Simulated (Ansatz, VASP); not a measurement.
**Ru in VASP and in Ansatz**

```
Ru
1.0
     0.00000    2.72699    2.72699
     2.72699    0.00000    2.72699
     2.72699    2.72699    0.00000
Ru
2
Cartesian
  0.0000 0.0000 0.0000
  1.3635 1.3635 1.3635
```

Alike in both runs: functional PBE; k mesh 10 × 10 × 10; occupations fermi-dirac, width 0.03 eV; no spin polarisation.

Ansatz relaxed the structure, and its values are those at the end. VASP's run is a single point on that final structure, the one shown.

|  | VASP | Ansatz |
| --- | --- | --- |
| version | VASP 6.6.1 | Ansatz 0.2.0 |
| potentials or method | VASP PAW PBE potentials, release 64 (Ru_pv) | PAW with Ansatz's default frozen-core files, scalar-relativistic |
| plane-wave cutoff (eV) | 520 | 420 |
| valence electrons in the cell | 28 | 32 |

Ansatz gave:

```
pressure (GPa) : 0.0
```

Which values does VASP return?

Pressure (GPa): 0.2.

The two sets of potentials don't hold the same shells in valence.
